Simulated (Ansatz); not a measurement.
# Ag: element swaps in one structure

The task here is to estimate one member of a computed series from the others.

Computed with Ansatz 0.2.0 (DFT r2SCAN, scalar-relativistic, plane waves, PAW, unless a step's input says otherwise).

1 further run of the same task is left out (set aside as unsound or not needed).

## The starting structure

It takes space group Im-3m (No. 229, cubic). The conventional cell has a = 3.269 Å, b = 3.269 Å, c = 3.269 Å, α = 90.00°, β = 90.00°, γ = 90.00°. Ag (site symmetry m-3m) is surrounded by 8 Ag at 2.83 Å.

As a file:

```cif
data_structure
_symmetry_space_group_name_H-M 'Im-3m'
_symmetry_Int_Tables_number 229
_cell_length_a 3.2685
_cell_length_b 3.2685
_cell_length_c 3.2685
_cell_angle_alpha 90.000
_cell_angle_beta 90.000
_cell_angle_gamma 90.000
_cell_volume 34.92
loop_
_atom_site_label
_atom_site_type_symbol
_atom_site_symmetry_multiplicity
_atom_site_Wyckoff_symbol
_atom_site_fract_x
_atom_site_fract_y
_atom_site_fract_z
_atom_site_occupancy
Ag1 Ag 2 a 0.00000 0.00000 0.00000 1
```

It goes back to an entry of the Materials Project, which need not be the stable form.

It is the result of an earlier relaxation at this level (volume 17.46 Å³/atom; gap on the mesh: none (metal)).

Set-up of the first run:

input.yaml

```yaml
crystal:
  lattice:
    - [-1.7938690636, 1.7938690636, 1.7938690636]
    - [1.7938690636, -1.7938690636, 1.7938690636]
    - [1.7938690636, 1.7938690636, -1.7938690636]
  atoms:
    - { symbol: Na, position: [0.0, 0.0, 0.0] }
basis:
  ecutwfc: 500
kpoints:
  mp_grid: { grid: [8, 8, 8] }
hamiltonian:
  xc: r2scan
scf:
  occupations: { method: gaussian, width: 0.1 }
output:
  forces: true
  stress: true
  eigenvalues: true
```

Command:

```sh
> ansatz run input.yaml --threads 1 --pin off --max-ram 2560MiB --backend cpu --events-out ev --progress --plain --runs-dir out
```

Steps of the session up to this table: A first look at the start (Na); Coarse relaxation (Na); Full relaxation (Na); Quick check of gap, pressure and forces (Cd); Coarse relaxation (Cd); The relaxation (Cd).

One of the session's tables, all rows but one given; the rest of the session is left out.

Lengths are those of the vectors of the cell that was run:

| swap | volume (Å³/atom) | a (Å) | b (Å) | c (Å) |
| --- | --- | --- | --- | --- |
| none | 17.46 | 2.831 | 2.831 | 2.831 |
| Ag → Li | 21.04 | 3.012 | 3.012 | 3.012 |
| Ag → Au | ? | ? | ? | ? |
| Ag → Na | 37.38 | 3.648 | 3.648 | 3.648 |
| Ag → Cd | 22.12 | 3.063 | 3.063 | 3.063 |

**Question.** Estimate the row for Ag → Au.

As computed: volume (Å³/atom): 17.57; a (Å): 2.836; b (Å): 2.836; c (Å): 2.836. In the column «volume (Å³/atom)» it lies between none (17.46) and Ag → Li (21.04).

Lengths are those of the computed cell. Rows of earlier swaps come from the sessions before.
